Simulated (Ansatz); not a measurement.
# Y: from a guess to a relaxed structure

The calculation used DFT PBE, scalar-relativistic, plane waves, PAW (Ansatz 0.2.0). Cutoff 420 eV, Gaussian smearing, Γ-centred meshes. Cell and atoms relax first on a coarse mesh and then on a finer one. In between, the cell is made exact in the group found at 0.06 Å. In metals the finer mesh still leaves noise of several meV/atom or more. The steps can't lower the symmetry of their start. No spin polarisation.

The guess for Y is a distorted database cell: Y type (Fm-3m) distorted into a subgroup (P-3m1, No. 164) (largest shift (Å) 0.20).

```xyz
3
Lattice="3.5813 0.0000 0.0000 -1.7907 3.1015 0.0000 0.0000 0.0000 8.2799" Properties=species:S:1:pos:R:3 pbc="T T T"
Y     0.0000    2.0677    6.7076
Y     0.0000    0.0000    4.1400
Y     1.7907    1.0338    1.5724
```

Energies count from the standard state of Y at the same level.

Question: Describe the relaxed structure.

Answer: The symmetry goes from P-3m1 (No. 164) to Fm-3m (No. 225), and the primitive cell from 3 to 1 atom. The end has the fcc type. The volume per atom grows by 5.7 %, from 30.7 to 32.4 Å³. The shortest distance goes from 3.30 Å (Y–Y) to 3.58 Å (Y–Y). The end is written in a standard setting, so origin, axes and order of atoms can differ from the start's. Conventional cell: a = 5.061 Å. Around Y lie 12 Y at 3.58 Å.

```xyz
1
Lattice="0.0000 2.5307 2.5307 2.5307 0.0000 2.5307 2.5307 2.5307 0.0000" Properties=species:S:1:pos:R:3 pbc="T T T"
Y     2.5307    2.5307    2.5307
```

Question: How does it come out in energy, and is it a metal?

Answer: The energy over the standard state is +0.03 eV/atom and the gap on the 18×18×18 mesh of the 1-atom cell is 0 eV (a metal).

It lies above the standard state, so it could only be metastable.

The last run used Gaussian smearing of 0.10 eV. For metals, differences of a few meV/atom aren't resolved. A later test with randomly moved atoms came back to the same energy, though modes that don't fit the test's cell weren't probed.
